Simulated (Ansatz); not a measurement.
# CuAu (P4/mmm) in Ansatz: notebook

One crystal, CuAu, is run at these levels: r2SCAN; tasks: single point, equation of state.

Program: Ansatz 0.2.0. These are calculated values, not measurements. Logs are shortened: lines on timing, memory, paths and dates and some standing lists are left out, and cuts for length are marked.

### Step 1. Starting point

The structure is tetragonal, space group P4/mmm (No. 123). Conventional cell: a = 2.811 Å, b = 2.811 Å, c = 3.685 Å, α = 90.00°, β = 90.00°, γ = 90.00°. Au (site symmetry 4/mmm) is surrounded by 8 Cu at 2.71 Å and 4 Au at 2.81 Å. Cu (site symmetry 4/mmm) is surrounded by 8 Au at 2.71 Å and 4 Cu at 2.81 Å.

### Step 2. Single point, r2SCAN, 13.68 Å³/atom (volume scaled by 0.94)

File input.yaml:

```yaml
crystal:
  lattice:
    - [2.7533711214, 0.0, 0.0]
    - [0.0, 2.7533711214, 0.0]
    - [0.0, 0.0, 3.6097748106]
  atoms:
    - { symbol: Au, position: [0.0, 0.0, 0.0] }
    - { symbol: Cu, position: [0.5, 0.5, 0.5] }
hamiltonian:
  xc: r2scan
  pseudopotentials: { kind: paw }
kpoints:
  mp_grid: { grid: [9, 9, 7] }
scf:
  occupations: { method: fermi_dirac, width: 0.05 }
output:
  forces: true
  stress: true
  eigenvalues: true
  write_density: true
  write_potential: true
  elf: true
  volumetric_format: npy
```

Potentials or basis: Ansatz PAW.

On the command line:

```console
$ ansatz run input.yaml --threads 2 --pin off --max-ram 5632MiB --backend cpu --events-out ev --progress --plain --runs-dir out
```

Log:

```text
Warning: RAYON_NUM_THREADS=2 ignored (pool sized by the plan → 2); use --threads N
Engine: ansatz 0.2.0, x86_64-unknown-linux-gnu
Pseudopotentials: kind: paw
Pseudopotential: Au, paw, valence charge 19, recommended cutoff 500 eV (meta_gga), Au.paw.azcp
Pseudopotential: Cu, paw, valence charge 19, recommended cutoff 500 eV (meta_gga), Cu.paw.azcp
Functional definition: r2SCAN
  parameter k0 = 0.174
  parameter k1 = 0.065
  parameter a1 = 4.9479
  exchange = r2scan_x(k0 = k0, k1 = k1, a1 = a1)
  correlation = r2scan_c
Crystal: 2 atoms, lattice volume = 27.366 Å³
Basis set: ecut = 500 eV, 669 PW (Γ), exchange–correlation on 96×96×108 points (64 copies of the dense FFT grid, shifted against one another)
Bands: 23, of which v1, the nominal top of the filled ones, is band 19 counted from 1 (18 counted from 0)
Symmetry: 16 space group operations
Space group: P4/mmm (ITA 123), of the structure as read, at distance tolerance 3.0e-5 Å
k-points: 60 of 567
Non-local potential: Au, projectors of the file, l = 0: 3, l = 1: 2, l = 2: 2, l = 3: 1
Non-local potential: Cu, projectors of the file, l = 0: 3, l = 1: 2, l = 2: 3, l = 3: 1
PAW form: soft (Blöchl's): semilocal exchange-correlation on the pseudo side does not see the compensation charge
PAW frozen core: Au, regenerated for the run's functional (the file was generated under x = pbe(κ = 0.804, μ = 0.2195149727645171), c = pbe(β = 0.06672455060314922))
PAW frozen core: Cu, regenerated for the run's functional (the file was generated under x = pbe(κ = 0.804, μ = 0.2195149727645171), c = pbe(β = 0.06672455060314922))
PAW one-centre angular grid: Au, 590 points (default); XC on 160 Gauss nodes
PAW one-centre angular grid: Cu, 590 points (default); XC on 160 Gauss nodes
Initial density: superposition of atomic densities (neutral atoms: chi_scale 0, normalization atom), corrected by the library's trained network
Initial wavefunctions: pseudopotential atomic-orbital guess
Functional: x = r2scan, c = r2scan; τ floored in thin density (d = 2e-4 eV/Å³)
SCF iter   1: F=—  HF=-19794.835857 eV  |F-HF|=—  |Δ(HF+E_count)|=         —  Δρ=3.09e-2  dr2=1.52e-1  dr2_τ=7.87e-3  ethr=1.77e-3  ⟨swp⟩=5.2  Hψ=5266  notcnv=0
preconditioner: auto → Kerker (q_TF=auto, 2.882 Å⁻¹)  [metal: Δε(μ)=0.051 eV  Ē_g=11.906 eV  σ=0.050 eV  W_gap=0.25  n_scr=14 (ndim 8)  ℏωp=33.3 eV  f_vac=0.000  D(μ)=0.50/eV (n_scr^D=2)]
SCF iter   2: F=—  HF=-19794.825484 eV  |F-HF|=—  |Δ(HF+E_count)|=   1.04e-2  Δρ=1.24e-2  dr2=3.17e-2  dr2_τ=1.96e-3  ethr=4.01e-4  ⟨swp⟩=2.2  Hψ=2549  notcnv=0  defer=3
SCF iter   3: F=—  HF=-19794.815913 eV  |F-HF|=—  |Δ(HF+E_count)|=   9.57e-3  Δρ=9.69e-3  dr2=1.64e-2  dr2_τ=5.44e-4  ethr=8.35e-5  ⟨swp⟩=2.0  Hψ=2708  notcnv=0  defer=3
SCF iter   4: F=—  HF=-19794.813788 eV  |F-HF|=—  |Δ(HF+E_count)|=   2.12e-3  Δρ=3.41e-3  dr2=2.34e-3  dr2_τ=6.35e-5  ethr=4.31e-5  ⟨swp⟩=1.1  Hψ=1835  notcnv=0  defer=3
SCF iter   5: F=—  HF=-19794.813638 eV  |F-HF|=—  |Δ(HF+E_count)|=   1.51e-4  Δρ=8.89e-4  dr2=2.06e-4  dr2_τ=5.58e-6  ethr=6.15e-6  ⟨swp⟩=2.1  Hψ=1806  notcnv=0  defer=3
SCF iter   6: F=—  HF=-19794.813763 eV  |F-HF|=—  |Δ(HF+E_count)|=   1.26e-4  Δρ=2.77e-4  dr2=2.03e-5  dr2_τ=1.34e-6  ethr=5.43e-7  ⟨swp⟩=2.0  Hψ=2050  notcnv=0  defer=3
SCF iter   7: F=—  HF=-19794.813770 eV  |F-HF|=—  |Δ(HF+E_count)|=   7.06e-6  Δρ=1.13e-4  dr2=3.11e-6  dr2_τ=6.09e-8  ethr=5.36e-8  ⟨swp⟩=2.1  Hψ=1959  notcnv=0  defer=3
SCF iter   8: F=—  HF=-19794.813773 eV  |F-HF|=—  |Δ(HF+E_count)|=   2.87e-6  Δρ=2.29e-5  dr2=1.71e-7  dr2_τ=6.78e-9  ethr=8.19e-9  ⟨swp⟩=2.0  Hψ=2015  notcnv=0  defer=3
SCF iter   9: F=-19794.813773 eV  HF=-19794.813773 eV  |F-HF|=9.82e-10  |Δ(HF+E_count)|=   1.03e-7  Δρ=6.27e-6  dr2=1.50e-8  dr2_τ=6.32e-10  ethr=2.63e-10  ⟨swp⟩=9.0  Hψ=9094  notcnv=0
SCF 1 converged in 9 iterations: F = -19794.813773 eV  dr2 = 1.50e-8
SCF converged after 9 iterations
Free energy (F): -19794.813773 eV
Harris-Foulkes:  -19794.813773 eV  (|F-HF|=9.82e-10)
Internal energy: -19794.810265 eV  (E = F + TS)
E sigma→0 (E₀):  -19794.812019 eV
Entropy (-TS):   -0.003508 eV (-1.754 meV/atom)
Fermi energy:    20.398315 eV
--- Per-component energies (eV) ---
  E_band       = -551.764049
  E_kinetic    = 907.155336
  E_local      = -5710.425419  (includes V_loc(G=0)·N_el)
  E_nonlocal   = 475.686777
  E_hartree    = 2526.713675
  E_xc         = -302.868010
  E_vxc        = -432.748017  (∫ρ·V_xc dr)
  E_paw        = -11413.634164  (= ΣΔE_a)
  E_vpaw       = -874.745054  (= ΣTr[D̂ρ^β])
  E_aug_tail   = 0.000878  (compensation charges beyond the density's cutoff)
  E_vtau       = 29.883196  (kinetic-family band-sum trace: ∫τ·v_τ [+ j·A + Jᵃ·Aᵃ] dr)
  E_ewald      = -6276.961907
  E_core_change = -0.477432  (= ΣΔE_core)
  E_smearing   = -0.003508  (= −TS)
  E_closure    = -0.000000  (closes the sum)
  Σ components = -19794.813773   (vs F -19794.813773, Δ=0.00e0)
--- Forces (eV/Å), atoms counted from 1 ---
  atom   1  Au     0.00000000     0.00000000     0.00000000
  atom   2  Cu     0.00000000    -0.00000000    -0.00000000
  max |Σ_I F_I| component: 8.52e-29 eV/Å
--- Stress (GPa, compression-positive) ---
       11.796042      -0.000000      -0.000000
       -0.000000      11.796042      -0.000000
       -0.000000      -0.000000       9.977949
  P = ⅓ Tr σ = 11.1900 GPa (111.900 kbar)
--- Band table (eV; the first three rows and the last of 60) ---
  k-point 0: bands = ["-95.8616", "-87.8922", "-51.7103", "-51.6918", "-51.6918", "-38.7328", "-38.6494", "-38.6494", "9.7194", "12.9537", "13.1474", "15.8670", "15.8670", "17.0636", "17.2487", "18.0125", "18.5376", "18.8111", "18.8111", "22.5689", "29.4570", "31.1940", "31.1940"]
  k-point 1: bands = ["-95.8616", "-87.8922", "-51.7103", "-51.6917", "-51.6917", "-38.7344", "-38.6494", "-38.6494", "9.9876", "13.0039", "13.2511", "15.9220", "15.9220", "17.1077", "17.1706", "17.9333", "18.4868", "18.6370", "18.6370", "21.1387", "31.2641", "31.7217", "31.7217"]
  k-point 2: bands = ["-95.8616", "-87.8922", "-51.7104", "-51.6917", "-51.6917", "-38.7381", "-38.6494", "-38.6494", "10.7097", "13.1235", "13.5311", "16.0699", "16.0699", "16.9885", "17.2208", "17.6617", "18.2380", "18.2380", "18.3587", "18.8071", "33.1716", "33.1716", "34.6134"]
  k-point 59: bands = ["-95.8586", "-87.8745", "-51.7127", "-51.7127", "-51.7065", "-38.8389", "-38.8386", "-38.7016", "13.0422", "13.9025", "13.9785", "16.1075", "16.8310", "16.8394", "17.2031", "18.0269", "18.5008", "18.5506", "24.2199", "26.0644", "26.1092", "27.1940", "28.4835"]
```

It took 6 s on 2 threads of AMD EPYC (Zen 3), shared host; peak memory 0.44 GiB.

What came out:

| Property | Result |
| --- | --- |
| Free energy | -19794.8138 eV |
| Pressure | 11.2 GPa |
| Band gap on the k mesh | none (metal or under the smearing width) |

Caveat: the PAW data sets come from PBE, with cores solved anew for the run's functional, which leaves a small shift of forces and pressure.

### Step 3. Single point, r2SCAN, 13.97 Å³/atom (volume scaled by 0.96)

File input.yaml:

```yaml
crystal:
  lattice:
    - [2.7727616977, 0.0, 0.0]
    - [0.0, 2.7727616977, 0.0]
    - [0.0, 0.0, 3.6351965976]
  atoms:
    - { symbol: Au, position: [0.0, 0.0, 0.0] }
    - { symbol: Cu, position: [0.5, 0.5, 0.5] }
hamiltonian:
  xc: r2scan
  pseudopotentials: { kind: paw }
kpoints:
  mp_grid: { grid: [9, 9, 7] }
scf:
  occupations: { method: fermi_dirac, width: 0.05 }
output:
  forces: true
  stress: true
  eigenvalues: true
```

Potentials or basis: Ansatz PAW.

On the command line:

```console
$ ansatz run input.yaml --threads 2 --pin off --max-ram 5632MiB --backend cpu --events-out ev --progress --plain --runs-dir out
```

It took 4.8 s on 2 threads of AMD EPYC (Zen 3), shared host; peak memory 0.43 GiB.

It converged, with:

```yaml
Free_energy: -19794.8463 eV
Pressure: 6.8 GPa
Band_gap_on_the_k_mesh: none (metal or under the smearing width)
```

Caveat: the PAW data sets come from PBE, with cores solved anew for the run's functional, which leaves a small shift of forces and pressure.

### Step 4. Single point, r2SCAN, 14.27 Å³/atom (volume scaled by 0.98)

Changes to input.yaml since step 3:

```diff
@@ -2,5 +2,5 @@
   lattice:
-    - [2.7727616977, 0.0, 0.0]
-    - [0.0, 2.7727616977, 0.0]
-    - [0.0, 0.0, 3.6351965976]
+    - [2.7918847965, 0.0, 0.0]
+    - [0.0, 2.7918847965, 0.0]
+    - [0.0, 0.0, 3.6602677112]
   atoms:
```

On the command line:

```console
$ ansatz run input.yaml --threads 2 --pin off --max-ram 5632MiB --backend cpu --events-out ev --progress --plain --runs-dir out
```

It took 5 s on 2 threads of AMD EPYC (Zen 3), shared host; peak memory 0.43 GiB.

Results (log left out):

| Item | Value |
| --- | --- |
| Free energy | -19794.8640 eV |
| Pressure | 3.0 GPa |
| Band gap on the k mesh | none (metal or under the smearing width) |

Caveat: the PAW data sets come from PBE, with cores solved anew for the run's functional, which leaves a small shift of forces and pressure.

### Step 5. Single point, r2SCAN, 14.56 Å³/atom

Changes to input.yaml since step 4:

```diff
@@ -2,5 +2,5 @@
   lattice:
-    - [2.7918847965, 0.0, 0.0]
-    - [0.0, 2.7918847965, 0.0]
-    - [0.0, 0.0, 3.6602677112]
+    - [2.8107494552, 0.0, 0.0]
+    - [0.0, 2.8107494552, 0.0]
+    - [0.0, 0.0, 3.685]
   atoms:
```

On the command line:

```console
$ ansatz run input.yaml --threads 2 --pin off --max-ram 5632MiB --backend cpu --events-out ev --progress --plain --runs-dir out
```

Run time: 5.1 s. Hardware: 2 threads of AMD EPYC (Zen 3), shared host; peak memory 0.44 GiB.

It converged, with:

* Free energy: -19794.8685 eV
* Pressure: -0.4 GPa
* Band gap on the k mesh: none (metal or under the smearing width)

Caveat: the PAW data sets come from PBE, with cores solved anew for the run's functional, which leaves a small shift of forces and pressure.

### Step 6. Single point, r2SCAN, 14.85 Å³/atom (volume scaled by 1.02)

Changes to input.yaml since step 5:

```diff
@@ -2,5 +2,5 @@
   lattice:
-    - [2.8107494552, 0.0, 0.0]
-    - [0.0, 2.8107494552, 0.0]
-    - [0.0, 0.0, 3.685]
+    - [2.8293642325, 0.0, 0.0]
+    - [0.0, 2.8293642325, 0.0]
+    - [0.0, 0.0, 3.7094046847]
   atoms:
@@ -19 +19,5 @@
   eigenvalues: true
+  write_density: true
+  write_potential: true
+  elf: true
+  volumetric_format: npy
```

Potentials or basis: Ansatz PAW.

On the command line:

```console
$ ansatz run input.yaml --threads 2 --pin off --max-ram 5632MiB --backend cpu --events-out ev --progress --plain --runs-dir out
```

Wall time 5.9 s (2 threads of AMD EPYC (Zen 3), shared host); peak memory 0.45 GiB.

It converged, with:

```
Free energy            : -19794.8616 eV
Pressure               : -3.3 GPa
Band gap on the k mesh : none (metal or under the smearing width)
```

Caveat: the PAW data sets come from PBE, with cores solved anew for the run's functional, which leaves a small shift of forces and pressure.

### Step 7. Single point, r2SCAN, 15.14 Å³/atom (volume scaled by 1.04)

File input.yaml:

```yaml
crystal:
  lattice:
    - [2.8477372423, 0.0, 0.0]
    - [0.0, 2.8477372423, 0.0]
    - [0.0, 0.0, 3.7334924031]
  atoms:
    - { symbol: Au, position: [0.0, 0.0, 0.0] }
    - { symbol: Cu, position: [0.5, 0.5, 0.5] }
hamiltonian:
  xc: r2scan
  pseudopotentials: { kind: paw }
kpoints:
  mp_grid: { grid: [9, 9, 7] }
scf:
  occupations: { method: fermi_dirac, width: 0.05 }
output:
  forces: true
  stress: true
  eigenvalues: true
```

On the command line:

```console
$ ansatz run input.yaml --threads 2 --pin off --max-ram 5632MiB --backend cpu --events-out ev --progress --plain --runs-dir out
```

Wall time 5.4 s (2 threads of AMD EPYC (Zen 3), shared host); peak memory 0.45 GiB.

It converged, with:

| Property | Result |
| --- | --- |
| Free energy | -19794.8447 eV |
| Pressure | -5.9 GPa |
| Band gap on the k mesh | none (metal or under the smearing width) |

Caveat: the PAW data sets come from PBE, with cores solved anew for the run's functional, which leaves a small shift of forces and pressure.

### Step 8. Single point, r2SCAN, 15.43 Å³/atom (volume scaled by 1.06)

Changes to input.yaml since step 7:

```diff
@@ -2,5 +2,5 @@
   lattice:
-    - [2.8477372423, 0.0, 0.0]
-    - [0.0, 2.8477372423, 0.0]
-    - [0.0, 0.0, 3.7334924031]
+    - [2.8658761851, 0.0, 0.0]
+    - [0.0, 2.8658761851, 0.0]
+    - [0.0, 0.0, 3.7572732506]
   atoms:
```

On the command line:

```console
$ ansatz run input.yaml --threads 2 --pin off --max-ram 5632MiB --backend cpu --events-out ev --progress --plain --runs-dir out
```

Wall time 5.2 s (2 threads of AMD EPYC (Zen 3), shared host); peak memory 0.45 GiB.

Results (log left out):

```yaml
Free_energy: -19794.8191 eV
Pressure: -8.2 GPa
Band_gap_on_the_k_mesh: none (metal or under the smearing width)
```

Caveat: the PAW data sets come from PBE, with cores solved anew for the run's functional, which leaves a small shift of forces and pressure.

### Step 9. Equation of state, r2SCAN

Potentials or basis: Ansatz PAW.

No new run: the results of the series are fitted here.

What came out:

```
Equilibrium volume                        : 14.52 Å³/atom
Bulk modulus at fixed shape and positions : 159 GPa
Pressure derivative of the bulk modulus   : 5.6
```

Energy against volume, from the lowest point:
| volume (Å³/atom) | energy (meV/atom) |
| --- | --- |
| 13.683 | 27.37 |
| 13.974 | 11.09 |
| 14.265 | 2.28 |
| 14.556 | 0.00 |
| 14.847 | 3.44 |
| 15.139 | 11.90 |
| 15.430 | 24.73 |

Caveat: the cell was scaled at fixed shape and fractional positions, which overstates the stiffness of a crystal with free parameters, most of all of layers and chains; the PAW data sets were made with another functional, which shifts forces and pressure a little. The run has no spin-orbit coupling, so splittings on Au are missing.
